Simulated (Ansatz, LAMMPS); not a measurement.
## An extra electron or hole in amorphous TiO2 at 3.55 g/cm^3 (84 atoms)

Aim: add and remove one electron in amorphous TiO2 at 3.55 g/cm^3 (84 atoms), with atoms held and relaxed, and read trapping energy and localisation.

Program: Ansatz 0.2.0. Level of theory: Kohn-Sham DFT, PBE, PAW (set soft_2), plane waves. Results are calculated unless marked as measured.

## 1. Set-up

The cell holds 84 atoms: 28 Ti and 56 O. Cell: a = 10.151 Å, b = 10.151 Å, c = 10.151 Å, α = 90.0°, β = 90.0°, γ = 90.0°. 84 atoms (28 Ti, 56 O) placed at random at 3.55 g/cm³, melted at 5000 K for 10 ps at fixed volume with the Morse and Coulomb pair potential with partial charges (Pedone, Malavasi, Menziani, Cormack and Segre, J. Phys. Chem. B 110, 11780 (2006)). Quenched from 5000 K to 300 K at 50 K/ps and fixed volume, held 5 ps, then minimised at fixed cell.

Limits known from the start: The quench rate of 50 K/ps is orders of magnitude faster than experiment, which tends to freeze in extra defects. The starting topology of bonds comes from the classical model, and needn't be the one that DFT or experiment would give. The Brillouin zone is sampled at Γ only, in a cell whose shortest periodic width is 10 Å.

## 2. Single point at the start

The forces at the start show how far the geometry lies from a minimum of this functional.

input.yaml

```yaml
crystal:
  lattice:
    - [10.1511, 0.0, 0.0]
    - [0.0, 10.1511, 0.0]
    - [0.0, 0.0, 10.1511]
  atoms:
    - { symbol: Ti, position: [0.35636, 0.16544, 0.74668] }
    - { symbol: Ti, position: [0.76601, 0.5696, 0.97088] }
    - { symbol: Ti, position: [0.83471, 0.03965, 0.87705] }
    - { symbol: Ti, position: [0.9847, 0.33985, 0.87608] }
    - { symbol: Ti, position: [0.03687, 0.96636, 0.59249] }
    - { symbol: Ti, position: [0.19961, 0.10561, 0.34694] }
    - { symbol: Ti, position: [0.00638, 0.773, 0.03215] }
    - { symbol: Ti, position: [0.79038, 0.7591, 0.74089] }
    - { symbol: Ti, position: [0.44006, 0.34941, 0.3678] }
    - { symbol: Ti, position: [0.30845, 0.84556, 0.74831] }
    - { symbol: Ti, position: [0.83124, 0.88857, 0.31078] }
    - { symbol: Ti, position: [0.85957, 0.30114, 0.55823] }
    - { symbol: Ti, position: [0.16325, 0.34528, 0.54727] }
    - { symbol: Ti, position: [0.95378, 0.45705, 0.24484] }
    - { symbol: Ti, position: [0.63472, 0.30079, 0.90544] }
    - { symbol: Ti, position: [0.52686, 0.57402, 0.15548] }
    - { symbol: Ti, position: [0.24001, 0.56756, 0.85152] }
    - { symbol: Ti, position: [0.51581, 0.79804, 0.46637] }
    - { symbol: Ti, position: [0.41108, 0.09175, 0.05897] }
    - { symbol: Ti, position: [0.25944, 0.37268, 0.11083] }
    - { symbol: Ti, position: [0.71173, 0.19936, 0.22795] }
    - { symbol: Ti, position: [0.63697, 0.05001, 0.59005] }
    - { symbol: Ti, position: [0.56242, 0.82952, 0.99714] }
    - { symbol: Ti, position: [0.08671, 0.09492, 0.03953] }
    - { symbol: Ti, position: [0.26716, 0.77113, 0.25266] }
    - { symbol: Ti, position: [0.52229, 0.51986, 0.66241] }
    - { symbol: Ti, position: [0.05676, 0.66746, 0.51773] }
    - { symbol: Ti, position: [0.7374, 0.59115, 0.4338] }
    - { symbol: O, position: [0.34557, 0.21863, 0.16609] }
    - { symbol: O, position: [0.4871, 0.12616, 0.63987] }
    - { symbol: O, position: [0.20379, 0.73953, 0.84774] }
    - { symbol: O, position: [0.81286, 0.40486, 0.89559] }
    - { symbol: O, position: [0.51729, 0.9655, 0.10196] }
    - { symbol: O, position: [0.25077, 0.29058, 0.68875] }
    - { symbol: O, position: [0.27671, 0.26914, 0.41199] }
    - { symbol: O, position: [0.13468, 0.51763, 0.57225] }
    - { symbol: O, position: [0.14512, 0.26697, 0.98896] }
    - { symbol: O, position: [0.63497, 0.53298, 0.29582] }
    - { symbol: O, position: [0.89834, 0.53956, 0.0955] }
    - { symbol: O, position: [0.25522, 0.01899, 0.74678] }
    - { symbol: O, position: [0.08367, 0.12085, 0.21553] }
    - { symbol: O, position: [0.64741, 0.21006, 0.06317] }
    - { symbol: O, position: [0.67998, 0.63522, 0.80729] }
    - { symbol: O, position: [0.71151, 0.1555, 0.81169] }
    - { symbol: O, position: [0.78021, 0.04266, 0.25002] }
    - { symbol: O, position: [0.31126, 0.47261, 0.97985] }
    - { symbol: O, position: [0.59576, 0.64855, 0.551] }
    - { symbol: O, position: [0.75593, 0.43973, 0.53803] }
    - { symbol: O, position: [0.91385, 0.57093, 0.37673] }
    - { symbol: O, position: [0.57245, 0.9642, 0.44816] }
    - { symbol: O, position: [0.56468, 0.38409, 0.76603] }
    - { symbol: O, position: [0.45527, 0.86358, 0.85702] }
    - { symbol: O, position: [0.43398, 0.18413, 0.90645] }
    - { symbol: O, position: [0.70178, 0.89373, 0.66118] }
    - { symbol: O, position: [0.42498, 0.72878, 0.333] }
    - { symbol: O, position: [0.9989, 0.94792, 0.98382] }
    - { symbol: O, position: [0.7216, 0.9111, 0.92363] }
    - { symbol: O, position: [0.15601, 0.7013, 0.37521] }
    - { symbol: O, position: [0.89719, 0.71259, 0.89493] }
    - { symbol: O, position: [0.45432, 0.43285, 0.51829] }
    - { symbol: O, position: [0.60502, 0.46208, 0.02703] }
    - { symbol: O, position: [0.15687, 0.73552, 0.11597] }
    - { symbol: O, position: [0.93044, 0.17545, 0.95443] }
    - { symbol: O, position: [0.96354, 0.2925, 0.70388] }
    - { symbol: O, position: [0.08172, 0.48696, 0.85829] }
    - { symbol: O, position: [0.93428, 0.9912, 0.73236] }
    - { symbol: O, position: [0.89132, 0.68715, 0.6114] }
    - { symbol: O, position: [0.76811, 0.1563, 0.53797] }
    - { symbol: O, position: [0.26646, 0.94917, 0.302] }
    - { symbol: O, position: [0.00718, 0.32277, 0.45976] }
    - { symbol: O, position: [0.66898, 0.69438, 0.06601] }
    - { symbol: O, position: [0.72208, 0.7655, 0.37539] }
    - { symbol: O, position: [0.12083, 0.81344, 0.61138] }
    - { symbol: O, position: [0.43351, 0.70735, 0.0804] }
    - { symbol: O, position: [0.83697, 0.32291, 0.24487] }
    - { symbol: O, position: [0.12027, 0.42246, 0.20577] }
    - { symbol: O, position: [0.2507, 0.02514, 0.02657] }
    - { symbol: O, position: [0.57421, 0.24821, 0.3272] }
    - { symbol: O, position: [0.37696, 0.58302, 0.74027] }
    - { symbol: O, position: [0.91506, 0.81083, 0.18142] }
    - { symbol: O, position: [0.3963, 0.45724, 0.22861] }
    - { symbol: O, position: [0.39731, 0.82721, 0.59548] }
    - { symbol: O, position: [0.93918, 0.91628, 0.44943] }
    - { symbol: O, position: [0.12901, 0.08756, 0.50822] }
kpoints:
  mp_grid: { grid: [1, 1, 1] }
hamiltonian:
  xc: pbe
scf:
  occupations: { method: fixed }
output:
  forces: true
```

Started as:

```console
ansatz run input.yaml --threads 4 --pin off --max-ram 8192MiB --backend cpu --events-out ev --progress --plain --runs-dir out
```

Numbers of over 12 decimals in the logs are rounded to 6 here.

The log of the run:

```text
[...]
Pseudopotentials: kind: paw
Pseudopotential: Ti, paw, valence charge 12, recommended cutoff 420 eV (normal), Ti.paw.azcp
Pseudopotential: O, paw, valence charge 6, recommended cutoff 420 eV (normal), O.paw.azcp
[... 5 lines on functional and potentials left out ...]
Crystal: 84 atoms, lattice volume = 1046.018 Å³
Basis set: ecut = 420 eV, 20341 PW (Γ), exchange–correlation on 144×144×144 points (8 copies of the dense FFT grid, shifted against one another)
Bands: 420, of which v1, the nominal top of the filled ones, is band 336 counted from 1 (335 counted from 0)
Symmetry: 1 space group operations
Space group: P1 (ITA 1), of the structure as read, at distance tolerance 1.0e-4 Å
k-points: 1
[... 5 lines on functional and potentials left out ...]
Initial density: superposition of atomic densities (neutral atoms: chi_scale 0, normalization atom), corrected by the library's trained network
Initial wavefunctions: pseudopotential atomic-orbital guess
[...]
SCF iter   1: F=—  HF=-101871.142708 eV  |F-HF|=—  |Δ(HF+E_count)|=         —  Δρ=4.49e-3  dr2=1.67e-1  ethr=1.77e-3  ⟨swp⟩=4.0  Hψ=1282  notcnv=0  defer=80
preconditioner: auto → Resta (q_TF=auto, 2.534 Å⁻¹)  ε∞=7.0  [insulator: Δε(μ)=2.633 eV  Ē_g=9.962 eV  n_scr=256 (ndim 8)  ℏωp=24.3 eV  f_vac=0.091  ε∞_Penn≈7.0]
[...]
SCF iter  10: F=—  HF=-101871.133311 eV  |F-HF|=—  |Δ(HF+E_count)|=   4.81e-7  Δρ=4.85e-6  dr2=3.33e-7  ethr=1.98e-10  ⟨swp⟩=2.0  Hψ=512  notcnv=0  defer=79
SCF iter  11: F=-101871.133311 eV  HF=-101871.133311 eV  |F-HF|=1.80e-8  |Δ(HF+E_count)|=   1.04e-7  Δρ=2.49e-6  dr2=8.08e-8  ethr=1.49e-11  ⟨swp⟩=4.0  Hψ=1262  notcnv=0
SCF 1 converged in 11 iterations: F = -101871.133311 eV  dr2 = 8.08e-8
[...]
SCF converged after 11 iterations
Free energy (F): -101871.133311 eV
Harris-Foulkes:  -101871.133311 eV  (|F-HF|=1.80e-8)
Internal energy: -101871.133311 eV  (E = F + TS)
E sigma→0 (E₀):  -101871.133311 eV
Fermi energy:    6.298843 eV
--- Per-component energies (eV) ---
[...]
Σ components = -101871.133311   (vs F -101871.133311, Δ=0.00e0)
--- Forces (eV/Å), atoms counted from 1 ---
  atom   1  Ti     0.13586413    -1.30573898     0.37053641
  atom   2  Ti    -0.49525114     0.97476542    -0.01148199
  atom   3  Ti    -0.43982390    -0.47244315    -0.67386468
  atom   4  Ti    -0.04706051    -0.30863764    -0.01890752
[...]
atom  84  O      0.79853958     1.62971154    -0.23017459
  max |Σ_I F_I| component: 1.74e-4 eV/Å
```

Elapsed: 17 s, on 4 threads of Arm Neoverse V1, shared host; peak memory 1.4 GiB; 52 s of CPU time.

The r.m.s. force at the start is 0.66 eV/Å.

## 3. Relaxation

With the cell held, the atoms are moved downhill towards a nearby minimum.

input.yaml

```yaml
crystal:
  lattice:
    - [10.1511, 0.0, 0.0]
    - [0.0, 10.1511, 0.0]
    - [0.0, 0.0, 10.1511]
  atoms:
    [... the 84 atom lines of step 2 ...]
kpoints:
  mp_grid: { grid: [1, 1, 1] }
hamiltonian:
  xc: pbe
scf:
  occupations: { method: fixed }
output:
  forces: true
relax:
  f_tol: 0.05
  max_steps: 120
```

The log of the run:

```text
[...]
Crystal: 84 atoms, lattice volume = 1046.018 Å³
Basis set: ecut = 420 eV, 20341 PW (Γ), exchange–correlation on 144×144×144 points (8 copies of the dense FFT grid, shifted against one another)
Bands: 420, of which v1, the nominal top of the filled ones, is band 336 counted from 1 (335 counted from 0)
Symmetry: 1 space group operations
[...]
k-points: 1
[...]
SCF iter   1: F=—  HF=-101871.142708 eV  |F-HF|=—  |Δ(HF+E_count)|=         —  Δρ=4.49e-3  dr2=1.67e-1  ethr=1.77e-3  ⟨swp⟩=4.0  Hψ=1282  notcnv=0  defer=80
[...]
SCF iter   7: F=-101871.133301 eV  HF=-101871.133302 eV  |F-HF|=6.31e-7  |Δ(HF+E_count)|=   2.00e-5  Δρ=4.16e-5  dr2=1.99e-5  ethr=9.30e-9  ⟨swp⟩=2.0  Hψ=1274  notcnv=0
SCF 1 converged in 7 iterations: F = -101871.133301 eV  dr2 = 1.99e-5
[...]
relax step   1: F+E_penalty+E_count = -101871.13330147 eV  Δ(F+E_penalty+E_count) = +0.000e0 eV  max|allowed force component| = 1.800e0 eV/Å  Δτ_max = 0.0000 Å  (7 SCF iters, dr2 threshold 6.25e-5 eV, accepted)
[...]
relax step   2: F+E_penalty+E_count = -101873.45534047 eV  Δ(F+E_penalty+E_count) = -2.322e0 eV  max|allowed force component| = 8.095e-1 eV/Å  Δτ_max = 0.1198 Å  (7 SCF iters, dr2 threshold 1.00e-4 eV, accepted)
[...]
relax step   3: F+E_penalty+E_count = -101874.34964426 eV  Δ(F+E_penalty+E_count) = -8.943e-1 eV  max|allowed force component| = 5.407e-1 eV/Å  Δτ_max = 0.0979 Å  (8 SCF iters, dr2 threshold 4.10e-5 eV, accepted)
relax step   4: F+E_penalty+E_count = -101874.95718044 eV  Δ(F+E_penalty+E_count) = -6.075e-1 eV  max|allowed force component| = 3.700e-1 eV/Å  Δτ_max = 0.2000 Å  (8 SCF iters, dr2 threshold 5.91e-5 eV, accepted)
relax step   5: F+E_penalty+E_count = -101875.09455971 eV  Δ(F+E_penalty+E_count) = -1.374e-1 eV  max|allowed force component| = 4.478e-1 eV/Å  Δτ_max = 0.2000 Å  (8 SCF iters, dr2 threshold 6.11e-5 eV, accepted)
relax step   6: F+E_penalty+E_count = -101875.13940129 eV  Δ(F+E_penalty+E_count) = -4.484e-2 eV  max|allowed force component| = 4.273e-1 eV/Å  Δτ_max = 0.2000 Å  (8 SCF iters, dr2 threshold 9.39e-5 eV, accepted)
relax step   7: F+E_penalty+E_count = -101875.21135134 eV  Δ(F+E_penalty+E_count) = -7.195e-2 eV  max|allowed force component| = 2.314e-1 eV/Å  Δτ_max = 0.0364 Å  (6 SCF iters, dr2 threshold 1.00e-4 eV, accepted)
relax step   8: F+E_penalty+E_count = -101875.26745321 eV  Δ(F+E_penalty+E_count) = -5.610e-2 eV  max|allowed force component| = 2.631e-1 eV/Å  Δτ_max = 0.2000 Å  (9 SCF iters, dr2 threshold 1.57e-5 eV, accepted)
relax step   9: F+E_penalty+E_count = -101875.28614541 eV  Δ(F+E_penalty+E_count) = -1.869e-2 eV  max|allowed force component| = 1.435e-1 eV/Å  Δτ_max = 0.0296 Å  (6 SCF iters, dr2 threshold 2.03e-5 eV, accepted)
relax step  10: F+E_penalty+E_count = -101875.15652151 eV  Δ(F+E_penalty+E_count) = +1.296e-1 eV  max|allowed force component| = 4.037e-1 eV/Å  Δτ_max = 0.2000 Å  (10 SCF iters, dr2 threshold 6.12e-6 eV, rejected (line search))
relax step  11: F+E_penalty+E_count = -101875.29965411 eV  Δ(F+E_penalty+E_count) = -1.351e-2 eV  max|allowed force component| = 8.125e-2 eV/Å  Δτ_max = 0.0617 Å  (13 SCF iters, accepted)
relax step  12: F+E_penalty+E_count = -101875.30751115 eV  Δ(F+E_penalty+E_count) = -7.857e-3 eV  max|allowed force component| = 8.289e-2 eV/Å  Δτ_max = 0.0663 Å  (11 SCF iters, accepted)
relax step  13: F+E_penalty+E_count = -101875.30626842 eV  Δ(F+E_penalty+E_count) = +1.243e-3 eV  max|allowed force component| = 1.127e-1 eV/Å  Δτ_max = 0.0565 Å  (11 SCF iters, rejected (line search))
[...]
relax step  14: F+E_penalty+E_count = -101875.31204665 eV  Δ(F+E_penalty+E_count) = -4.535e-3 eV  max|allowed force component| = 2.657e-2 eV/Å  Δτ_max = 0.0283 Å  (10 SCF iters, accepted)
SCF converged after 10 iterations
Free energy (F): -101875.312047 eV
[...]
Internal energy: -101875.312047 eV  (E = F + TS)
E sigma→0 (E₀):  -101875.312047 eV
Fermi energy:    6.372313 eV
[...]
--- Forces (eV/Å), atoms counted from 1 ---
  atom   1  Ti     0.00385048    -0.00238158     0.00616797
  atom   2  Ti    -0.00286138     0.00176134     0.00426811
  atom   3  Ti    -0.01012159     0.00037029    -0.01562708
  atom   4  Ti     0.00965028     0.00002766    -0.01199613
  atom   5  Ti    -0.00703329    -0.00202416     0.00072024
  atom   6  Ti     0.00573140     0.00250026     0.00413737
  atom   7  Ti     0.00070883    -0.01250077     0.00311353
  atom   8  Ti     0.00040847    -0.00894132     0.00343512
  atom   9  Ti     0.00385122     0.00838768    -0.00335809
  atom  10  Ti     0.00802027    -0.00880926    -0.00569568
  atom  11  Ti    -0.00060526    -0.00413898     0.00067134
  atom  12  Ti    -0.00242912     0.00581119    -0.00486021
  atom  13  Ti     0.00742752     0.00549947    -0.00351274
  atom  14  Ti    -0.01052758     0.00401955    -0.00143134
[...]
atom  83  O     -0.00033986    -0.00171146     0.00503172
  atom  84  O      0.00092859    -0.00363078    -0.00024006
  max |Σ_I F_I| component: 6.66e-5 eV/Å
--- Relaxed structure (14 steps of the walk, 12 accepted, 0 SCFs on fresh bases) ---
  F+E_penalty+E_count = -101875.31204665 eV   max|allowed force component| = 2.657e-2 eV/Å
  atoms:
    - { symbol: Ti, position: [0.326883, 0.137002, 0.777752] }
    - { symbol: Ti, position: [0.760566, 0.582529, 0.958250] }
    - { symbol: Ti, position: [0.838099, 0.023113, 0.869581] }
    - { symbol: Ti, position: [0.979720, 0.337029, 0.873219] }
[...]
- { symbol: O, position: [0.123034, 0.085293, 0.501509] }
```

Run time: 3.2 min. Hardware: 4 threads; peak memory 1.4 GiB; 11 min of CPU time.

The relaxation converged after 14 steps, 4.18 eV below its start, with a largest force component of 0.027 eV/Å.

(Part 1 of 4 ends here.)

[Logs are printed without paths, hosts, clocks, repeated set-up lines and the standing remarks that a program may print on its own settings, such as how far it seeks lower states.]

[Hosts, paths, dates, database ids (printed as entryN), source tags and the programs' standing remarks are cut or masked in the printed files.]
